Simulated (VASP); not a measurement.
# Al (Fm-3m) in VASP: relaxation of cell and atoms with PBEsol

Aim: the relaxation of cell and atoms of Al with PBEsol.

Program: VASP 6.6.1. These are calculated values, not measurements. Logs are shortened: lines on timing, memory, paths and dates and some standing lists are left out, and cuts for length are marked.

## 1. The crystal as given

Symmetry: Fm-3m, No. 225, cubic system. The conventional cell has a = 4.040 Å, b = 4.040 Å, c = 4.040 Å, α = 90.00°, β = 90.00°, γ = 90.00°. Around Al (site symmetry m-3m) lie 12 Al at 2.86 Å.

The cell was built by a generator and needn't be a form met in nature.

## 2. Relaxation of cell and atoms, PBEsol

INCAR reads:

```
SYSTEM = Al
PREC     = Accurate       ! precision mode
ENCUT    = 600            ! plane-wave cutoff, eV
EDIFF    = 1E-6           ! SCF threshold, eV
ISMEAR   = 1              ! smearing method
SIGMA    = 0.2            ! smearing width, eV
LREAL    = .False.        ! projectors in reciprocal space
LASPH    = .True.         ! aspherical terms in the spheres
NELM     = 80             ! most SCF steps
ALGO     = Normal         ! electronic algorithm
ISIF     = 3              ! what is computed and relaxed
LWAVE    = .False.        ! write WAVECAR
LCHARG   = .False.        ! write CHGCAR
GGA      = PS             ! functional
IBRION   = 2              ! ionic algorithm
NSW      = 60             ! ionic steps
EDIFFG   = -0.01          ! ionic threshold
KPAR     = 8
```

KPOINTS reads:

```
regular mesh
0
Gamma
  36 36 36
  0 0 0
```

POSCAR reads:

```
Al
1.0
    0.0000000000      2.0200000000      2.0200000000
    2.0200000000      0.0000000000      2.0200000000
    2.0200000000      2.0200000000      0.0000000000
Al
1
Direct
    0.0000000000      0.0000000000      0.0000000000
```

Potentials or basis: VASP PAW PBE potentials, release 64 (Al).

Command:

```sh
$ cat potpaw_PBE.64/Al/POTCAR > POTCAR
$ mpirun -np 8 vasp_std > vasp.out
```

OUTCAR:

```text
SYSTEM = Al
   PREC = Accurate
   ENCUT = 600
   EDIFF = 1E-6
   ISMEAR = 1
   LREAL = .False.
   LASPH = .True.
   NELM = 80
   ISIF = 3
   GGA = PS
   IBRION = 2
   NSW = 60
   EDIFFG = -0.01

 ion  position               nearest neighbor table
   1  0.000  0.000  0.000-

  LATTYP: Found a face centered cubic cell.
 ALAT       =     4.0400000000

  Lattice vectors:

 A1 = (   0.0000000000,   2.0200000000,   2.0200000000)
 A2 = (   2.0200000000,   0.0000000000,   2.0200000000)
 A3 = (   2.0200000000,   2.0200000000,   0.0000000000)

Analysis of symmetry for initial positions (statically):
=====================================================================
 Subroutine PRICEL returns:
 Original cell was already a primitive cell.

 Routine SETGRP: Setting up the symmetry group for a
 face centered cubic supercell.

 Subroutine GETGRP returns: Found 48 space group operations
 (whereof 48 operations were pure point group operations)
 out of a pool of 48 trial point group operations.

The static configuration has the point symmetry O_h .

Analysis of symmetry for dynamics (positions and initial velocities):
=====================================================================
 Subroutine PRICEL returns:
 Original cell was already a primitive cell.

 Routine SETGRP: Setting up the symmetry group for a
 face centered cubic supercell.

 Subroutine GETGRP returns: Found 48 space group operations
 (whereof 48 operations were pure point group operations)
 out of a pool of 48 trial point group operations.

The dynamic configuration has the point symmetry O_h .

 Subroutine INISYM returns: Found 48 space group operations
 (whereof 48 operations are pure point group operations),
 and found     1 'primitive' translations

----------------------------------------------------------------------------------------

                                     Primitive cell

  volume of cell :      16.4848

  direct lattice vectors                    reciprocal lattice vectors
     0.000000000  2.020000000  2.020000000    -0.247524752  0.247524752  0.247524752
     2.020000000  0.000000000  2.020000000     0.247524752 -0.247524752  0.247524752
     2.020000000  2.020000000  0.000000000     0.247524752  0.247524752 -0.247524752

  length of vectors
     2.856711396  2.856711396  2.856711396     0.428725447  0.428725447  0.428725447

  position of ions in fractional coordinates (direct lattice)
     0.000000000  0.000000000  0.000000000
[... 89 lines left out ...]
   EMIN   =  10.00;   EMAX   =-10.00  energy-range for DOS
   EFERMI =   0.00;   METHOD = LEGACY
   ISMEAR =     1;   SIGMA  =   0.20  broadening in eV -4-tet -1-fermi 0-gaus
   EFERMI_NEDOS =   21; number of points for ismear=-14 and -15
   IALGO  =     38    algorithm
   IMIX   =      4    mixing-type and parameters
     AMIX     =   0.40;   BMIX     =  1.00
     AMIX_MAG =   1.60;   BMIX_MAG =  1.00
  volume/ion in A,a.u.               =      16.48       111.25
  Fermi-wavevector in a.u.,A,eV,Ry     =   0.927728  1.753151 11.710246  0.860679
  Thomas-Fermi vector in A             =   2.053828
   LORBIT       =      0    0 simple, 1 ext, 2 COOP (PROOUT), +10 PAW based schemes
   GGA     = PS    functional components
   LHFCALC =     F    Hartree Fock is set to
   AEXX    =    0.0000 exact exchange contribution
   IVDW    =     0    specifies the selected vdW correction
   LEPSILON=     F    determine dielectric tensor
   LRPA    =     F    only Hartree local field effects (RPA)
 conjugate gradient relaxation of ions
 non-spin polarized calculation
 Methfessel and Paxton  Order N= 1 SIGMA  =   0.20
  energy-cutoff  :      600.00
  volume of cell :       16.48
 maximum number of plane-waves:       568
   NGX = 11   NGY = 11   NGZ = 11

--------------------------------------- Ionic step        1  -------------------------------------------

 number of electron       3.0000000 magnetization

 Free energy of the ion-electron system (eV)
  ---------------------------------------------------
  ext. energy  EPLUGINS =         0.00000000
  ---------------------------------------------------
  free energy    TOTEN  =        -4.09135407 eV

  energy without entropy =       -4.09149332  energy(sigma->0) =       -4.09140049

------------------------ aborting loop because EDIFF is reached ----------------------------------------

  FORCE on cell =-STRESS in cart. coord.  units (eV):
  Direction    XX          YY          ZZ          XY          YZ          ZX
  --------------------------------------------------------------------------------------
  -------------------------------------------------------------------------------------
  Total       -0.1467383     -0.1467383     -0.1467383     -0.0000000     -0.0000000     -0.0000000
  in kB      -14.2616558    -14.2616558    -14.2616558     -0.0000000     -0.0000000     -0.0000000
  external PRESSURE =     -14.2616558 kB  Pullay stress =       0.0000000 kB
[... 57 lines left out ...]
--------------------------------------- Ionic step        3  -------------------------------------------

 number of electron       3.0000000 magnetization

 Free energy of the ion-electron system (eV)
  ---------------------------------------------------
  ext. energy  EPLUGINS =         0.00000000
  ---------------------------------------------------
  free energy    TOTEN  =        -4.09268995 eV

  energy without entropy =       -4.09280333  energy(sigma->0) =       -4.09272774

 E-fermi :   8.1532     XC(G=0): -10.3262

 val. band max:        8.1485376504   @ k =  -0.3611   0.3611   0.0278
 cond. band min:       8.1534097925   @ k =  -0.3889   0.3889   0.0556
 fundamental gap:      0.0048721421
 Fermi energy:         8.1531959157

 k-point     1 :       0.0000    0.0000    0.0000
  band No.  band energies     occupation
      1      -3.1128      2.00000
      2      20.8486      0.00000
      3      20.8486      0.00000
      4      20.8486      0.00000
      5      22.4845      0.00000
[... 177 lines left out ...]
 k-point    24 :       0.1389    0.0278    0.0000
  band No.  band energies     occupation
      1      -2.6322      2.00000
      2      16.3617      0.00000
      3      19.3630      0.00000
      4      20.1944      0.00000
      5      23.2503      0.00000

 [... further k-points ...]

------------------------ aborting loop because EDIFF is reached ----------------------------------------

  FORCE on cell =-STRESS in cart. coord.  units (eV):
  Direction    XX          YY          ZZ          XY          YZ          ZX
  --------------------------------------------------------------------------------------
  -------------------------------------------------------------------------------------
  Total        0.0002283      0.0002283      0.0002283      0.0000000      0.0000000      0.0000000
  in kB        0.0225967      0.0225967      0.0225967      0.0000000      0.0000000      0.0000000
  external PRESSURE =       0.0225967 kB  Pullay stress =       0.0000000 kB
[... 16 lines left out ...]
  FREE ENERGIE OF THE ION-ELECTRON SYSTEM (eV)
  ---------------------------------------------------
  free  energy   TOTEN  =        -4.0926899475 eV

  energy  without entropy=       -4.0928033262  energy(sigma->0) =       -4.09272774

 reached required accuracy - stopping structural energy minimisation
```

CONTCAR:

```text
Al
   1.00000000000000
    -0.0000000000000000    2.0078863048787983    2.0078863048787983
     2.0078863048787983   -0.0000000000000000    2.0078863048787983
     2.0078863048787983    2.0078863048787983   -0.0000000000000000
  Al
     1
Direct
     0.0000000000000000    0.0000000000000000    0.0000000000000000

  0.00000000E+00  0.00000000E+00  0.00000000E+00
```

Run time: 13 s. Hardware: 8 MPI ranks of Intel Xeon Platinum 8488C (Sapphire Rapids), shared host; peak memory 0.25 GiB.

What came out:

```
Free energy                            : -4.0927 eV
Relaxed volume                         : 16.19 Å³/atom
Relaxed cell                           : a = 2.840 Å, b = 2.840 Å, c = 2.840 Å, α = 60.00°, β = 60.00°, γ = 60.00°
Space group after relaxing (to 0.05 Å) : Fm-3m (No. 225)
Energy gained by relaxing              : 1.3 meV/atom
Ionic steps                            : 3
Pressure after relaxing                : 0.0 GPa
Band gap on the k mesh                 : none (metal or under the smearing width)
```

The path:
| step | energy change (eV) | largest force (eV/Å) | pressure (GPa) | volume (Å³) |
| --- | --- | --- | --- | --- |
| 1 | 0.0000 | 0.0000 | -1.43 | 16.48 |
| 2 | -0.0013 | 0.0000 | 0.27 | 16.14 |
| 3 | -0.0013 | 0.0000 | 0.00 | 16.19 |

Final structure:
```
Al
1.0
     0.00000    2.00789    2.00789
     2.00789    0.00000    2.00789
     2.00789    2.00789    0.00000
Al
1
Direct
  0.00000 0.00000 0.00000
```

Levels at points of the mesh, in eV from the Fermi level:
```
           k point  band 1  band 2  band 3  band 4  band 5
(0.00, 0.00, 0.00)  -11.27   12.70   12.70   12.70   14.33
(0.50, 0.00, 0.00)   -4.67   -4.41   11.52   11.59   11.59
(0.50, 0.50, 0.00)   -2.97   -1.62    5.25    5.67    5.67
```

Caveat: the PAW data sets were made with another functional, which shifts forces and pressure a little.
